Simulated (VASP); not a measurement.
# Mo (Im-3m) in VASP: notebook

The runs below take Mo through single point, with PBE.

All numbers are computed with VASP 6.6.1; they aren't measurements. Logs are shortened: lines on timing, memory, paths and dates and some standing lists are left out, and cuts for length are marked.

## (1) The crystal as given

Symmetry: Im-3m, No. 229, cubic system. The conventional cell has a = 3.168 Å, b = 3.168 Å, c = 3.168 Å, α = 90.00°, β = 90.00°, γ = 90.00°. Mo (site symmetry m-3m) is surrounded by 8 Mo at 2.74 Å.

## (2) Single point, PBE

INCAR

```
ADDGRID = F
ALGO = Normal
EDIFF = 1E-7
ENCUT = 450
GGA = PE
ISIF = 2
ISMEAR = 1
LASPH = T
LCHARG = F
LREAL = F
LWAVE = F
NBANDS = 13
NELM = 100
PREC = Accurate
SIGMA = 0.2
```

KPOINTS

```
k-points
0
Gamma
  15 15 15
```

POSCAR

```
Mo
1.0
   -1.5838089719      1.5838089719      1.5838089719
    1.5838089719     -1.5838089719      1.5838089719
    1.5838089719      1.5838089719     -1.5838089719
Mo
1
Direct
    0.0000000000      0.0000000000      0.0000000000
```

Potentials or basis: VASP PAW PBE potentials, release 64 (Mo_sv).

Started as:

```bash
cat potpaw_PBE.64/Mo_sv/POTCAR > POTCAR
mpirun -np 1 vasp_std > vasp.out
```

OUTCAR:

```text
EDIFF = 1E-7
   ENCUT = 450
   GGA = PE
   ISIF = 2
   ISMEAR = 1
   LASPH = T
   LREAL = F
   NELM = 100
   PREC = Accurate

 Found    120 irreducible k-points:

 Following reciprocal coordinates:
            Coordinates               Weight
  0.000000  0.000000  0.000000      1.000000
  0.066667  0.000000  0.000000     12.000000
  0.133333  0.000000  0.000000     12.000000
  0.200000  0.000000  0.000000     12.000000
  0.266667  0.000000  0.000000     12.000000
  0.333333  0.000000  0.000000     12.000000
   k-points           NKPTS =    120   k-points in BZ     NKDIM =    120   number of bands    NBANDS=     13
   number of dos      NEDOS =    301   number of ions     NIONS =      1
   total plane-waves  NPLWV =   8000
   dimension x,y,z NGX =    20 NGY =   20 NGZ =   20
   dimension x,y,z NGXF=    40 NGYF=   40 NGZF=   40
   ions per type =               1
   NGX,Y,Z   is equivalent  to a cutoff of  12.12, 12.12, 12.12 a.u.
   NGXF,Y,Z  is equivalent  to a cutoff of  24.24, 24.24, 24.24 a.u.
 SYSTEM =  unknown system
   PREC   = accura    normal or accurate (medium, high low for compatibility)
   ISTART =      0    job   : 0-new  1-cont  2-samecut
   ICHARG =      2    charge: 1-file 2-atom 10-const
   ISPIN  =      1    spin polarized calculation?
   LNONCOLLINEAR =      F non collinear calculations
   LSORBIT =      F    spin-orbit coupling
   LASPH  =      T    aspherical Exc in radial PAW
   ENCUT  =  450.0 eV  33.07 Ry    5.75 a.u.   4.74  4.74  4.74*2*pi/ulx,y,z
   NELM   =    100;   NELMIN=  2; NELMDL= -5     # of ELM steps
   EDIFF  = 0.1E-06   stopping-criterion for ELM
   LREAL  =      F    real-space projection
   EDIFFG = 0.1E-05   stopping-criterion for IOM
   NSW    =      0    number of steps for IOM
   IBRION =     -1    ionic relax: 0-MD 1-quasi-New 2-CG
   NFREE  =      0    steps in history (QN), initial steepest desc. (CG)
   ISIF   =      2    stress and relaxation
   ISYM   =      2    0-nonsym 1-usesym 2-fastsym
   POTIM  = 0.5000    time-step for ionic-motion
   TEBEG  =    0.0;   TEEND  =   0.0 temperature during run
   PSTRESS=    0.0 pullay stress
   NELECT =      14.0000    total number of electrons
   NUPDOWN=      -1.0000    fix difference up-down
   EMIN   =  10.00;   EMAX   =-10.00  energy-range for DOS
   EFERMI =   0.00;   METHOD = LEGACY
   ISMEAR =     1;   SIGMA  =   0.20  broadening in eV -4-tet -1-fermi 0-gaus
   EFERMI_NEDOS =   21; number of points for ismear=-14 and -15
   IALGO  =     38    algorithm
   IMIX   =      4    mixing-type and parameters
     AMIX     =   0.40;   BMIX     =  1.00
     AMIX_MAG =   1.60;   BMIX_MAG =  1.00
  volume/ion in A,a.u.               =      15.89       107.24
  Fermi-wavevector in a.u.,A,eV,Ry     =   1.569380  2.965698 33.510508  2.462953
  Thomas-Fermi vector in A             =   2.671271
   LORBIT       =      0    0 simple, 1 ext, 2 COOP (PROOUT), +10 PAW based schemes
   GGA     = PE    functional components
   LHFCALC =     F    Hartree Fock is set to
   AEXX    =    0.0000 exact exchange contribution
   IVDW    =     0    specifies the selected vdW correction
   LEPSILON=     F    determine dielectric tensor
   LRPA    =     F    only Hartree local field effects (RPA)
 non-spin polarized calculation
 Methfessel and Paxton  Order N= 1 SIGMA  =   0.20
  energy-cutoff  :      450.00
  volume of cell :       15.89
 maximum number of plane-waves:       370
   NGX =  9   NGY =  9   NGZ =  9

 number of electron      14.0000005 magnetization

 Free energy of the ion-electron system (eV)
  ---------------------------------------------------
  ext. energy  EPLUGINS =         0.00000000
  ---------------------------------------------------
  free energy    TOTEN  =       -10.93245268 eV

  energy without entropy =      -10.93252798  energy(sigma->0) =      -10.93247778

 E-fermi :  12.2819     XC(G=0): -13.2986

 val. band max:       12.2535031759   @ k =  -0.1333   0.1333   0.1333
 cond. band min:      12.2885421476   @ k =   0.0667   0.0667   0.0667
 fundamental gap:      0.0350389717
 Fermi energy:        12.2818857120

 k-point     1 :       0.0000    0.0000    0.0000
  band No.  band energies     occupation
      1     -48.9552      2.00000
      2     -22.2589      2.00000
      3     -22.2589      2.00000
      4     -22.2589      2.00000
      5       5.1489      2.00000
      6      10.9942      2.00000
      7      10.9942      2.00000
      8      10.9942      2.00000
      9      13.9586     -0.00000
     10      13.9586     -0.00000
     11      27.1364      0.00000
     12      27.1364      0.00000
     13      27.1364      0.00000

 k-point     2 :       0.0667    0.0000    0.0000
  band No.  band energies     occupation
      1     -48.9447      2.00000
      2     -22.3201      2.00000
      3     -22.2777      2.00000
      4     -22.2592      2.00000
      5       5.3419      2.00000
      6      10.8864      2.00000
      7      10.9761      2.00000
      8      11.1746      2.00000
      9      13.8022     -0.00000
     10      13.9618     -0.00000
     11      27.2782      0.00000
     12      27.4615      0.00000
     13      27.5057      0.00000

 k-point     3 :       0.1333    0.0000    0.0000
  band No.  band energies     occupation
      1     -48.9149      2.00000
      2     -22.4914      2.00000
      3     -22.3311      2.00000
      4     -22.2604      2.00000
      5       5.8802      2.00000
      6      10.5958      2.00000
      7      10.8905      2.00000
      8      11.7049      2.00035
      9      13.5037     -0.00000
     10      13.9810     -0.00000
     11      27.5668      0.00000
     12      28.3275      0.00000
     13      28.3976      0.00000

 k-point     4 :       0.2000    0.0000    0.0000
  band No.  band energies     occupation
      1     -48.8708      2.00000
      2     -22.7382      2.00000
      3     -22.4088      2.00000
      4     -22.2623      2.00000
      5       6.6156      2.00000
      6      10.2012      2.00000
      7      10.7516      2.00000
      8      12.5515     -0.06699
      9      13.3683     -0.00000
     10      14.0379     -0.00000
     11      27.5498      0.00000
     12      28.7700      0.00000
     13      29.8486      0.00000

 k-point     5 :       0.2667    0.0000    0.0000
  band No.  band energies     occupation
      1     -48.8197      2.00000
      2     -23.0141      2.00000
      3     -22.4969      2.00000
      4     -22.2645      2.00000
      5       7.2214      2.00000
      6       9.7879      2.00000
      7      10.8695      2.00000
      8      13.4896     -0.00000
      9      13.6509     -0.00000
     10      14.1480     -0.00000
     11      26.8369      0.00000
     12      28.0325      0.00000
     13      31.6907      0.00000

 k-point     6 :       0.3333    0.0000    0.0000
  band No.  band energies     occupation
      1     -48.7704      2.00000
      2     -23.2711      2.00000
      3     -22.5800      2.00000
      4     -22.2666      2.00000
      5       7.3766      2.00000
      6       9.4250      2.00000
      7      11.6106      2.00002
      8      13.7533     -0.00000
      9      14.3045     -0.00000
     10      14.8912     -0.00000
     11      25.7756      0.00000
     12      26.4997      0.00000
     13      33.0142      0.00000

 [... further k-points ...]

------------------------ aborting loop because EDIFF is reached ----------------------------------------

  FORCE on cell =-STRESS in cart. coord.  units (eV):
  Direction    XX          YY          ZZ          XY          YZ          ZX
  --------------------------------------------------------------------------------------
  -------------------------------------------------------------------------------------
  Total       -0.1120337     -0.1120337     -0.1120337      0.0000000      0.0000000      0.0000000
  in kB      -11.2951168    -11.2951168    -11.2951168      0.0000000      0.0000000      0.0000000
  external PRESSURE =     -11.2951168 kB  Pullay stress =       0.0000000 kB

 VOLUME and BASIS-vectors are now :
 -----------------------------------------------------------------------------
  energy-cutoff  :      450.00
  volume of cell :       15.89
      direct lattice vectors                 reciprocal lattice vectors
    -1.583808972  1.583808972  1.583808972     0.000000000  0.315694638  0.315694638
     1.583808972 -1.583808972  1.583808972     0.315694638  0.000000000  0.315694638
     1.583808972  1.583808972 -1.583808972     0.315694638  0.315694638  0.000000000

 POSITION                                       TOTAL-FORCE (eV/Angst)
 -----------------------------------------------------------------------------------
      0.00000      0.00000      0.00000        -0.000000      0.000000      0.000000
 -----------------------------------------------------------------------------------
    total drift:                                0.000000     -0.000000      0.000000

  FREE ENERGIE OF THE ION-ELECTRON SYSTEM (eV)
  ---------------------------------------------------
  free  energy   TOTEN  =       -10.9324526845 eV

  energy  without entropy=      -10.9325279807  energy(sigma->0) =      -10.93247778
```

It took 7.6 s on 1 thread of Intel Xeon 6975P-C (Granite Rapids), shared host; peak memory 0.13 GiB.

The run converged, but some of its settings lie outside the range that counts as converged, so its numbers aren't taken as properties of the crystal.

Results:

| Property | Result |
| --- | --- |
| Free energy | -10.9325 eV |
| Pressure | -1.1 GPa |
| Band gap on the k mesh | none (metal or under the smearing width) |

## (3) Single point, PBE

INCAR is that of step 2.

KPOINTS is that of step 2.

POSCAR

```
Mo
1.0
   -1.6018940000      1.6123050000      1.5868230000
    1.5840600000     -1.5829550000      1.5396390000
    1.5998790000      1.5809390000     -1.5574730000
Mo
1
Direct
   -0.0100820000     -0.0008690000      0.0196120000
```

Potentials or basis: VASP PAW PBE potentials, release 64 (Mo_sv).

Started as:

```bash
cat potpaw_PBE.64/Mo_sv/POTCAR > POTCAR
mpirun -np 1 vasp_std > vasp.out
```

It took 92 s on 1 thread of Intel Xeon 6975P-C (Granite Rapids), shared host; peak memory 0.36 GiB.

These settings aren't checked as converged: the numbers below hold their error.

What came out:

- Free energy: -10.9263 eV
- Pressure: -1.1 GPa
- Band gap on the k mesh: none (metal or under the smearing width)

## (4) Single point, PBE

INCAR: that of step 3 with these lines changed.

```diff
@@ -14,2 +14,2 @@
 PREC = Accurate
-SIGMA = 0.2
+SIGMA = 0.4
```

KPOINTS is that of step 3.

POSCAR

```
Mo
1.0
   -1.5838089719      1.5838089719      1.5838089719
    1.5838089719     -1.5838089719      1.5838089719
    1.5838089719      1.5838089719     -1.5838089719
Mo
1
Direct
    0.0000000000      0.0000000000      0.0000000000
```

Started as:

```bash
cat potpaw_PBE.64/Mo_sv/POTCAR > POTCAR
mpirun -np 1 vasp_std > vasp.out
```

Run time: 8.1 s. Hardware: 1 thread of Intel Xeon 6975P-C (Granite Rapids), shared host; peak memory 0.13 GiB.

The run converged, but some of its settings lie outside the range that counts as converged, so its numbers aren't taken as properties of the crystal.

Results:

```yaml
Free_energy: -10.9321 eV
Pressure: -1.3 GPa
Band_gap_on_the_k_mesh: none (metal or under the smearing width)
```

## (5) The reference run

An earlier run on the cell as given: functional PBE; potentials or basis VASP PAW PBE potentials, release 64 (Mo_sv); cutoff 520 eV; k mesh 12 × 12 × 12; occupations fermi-dirac, width 0.05 eV; no spin polarisation.

- Pressure: -1.4 GPa
- Band gap on the k mesh: none (metal or under the smearing width)
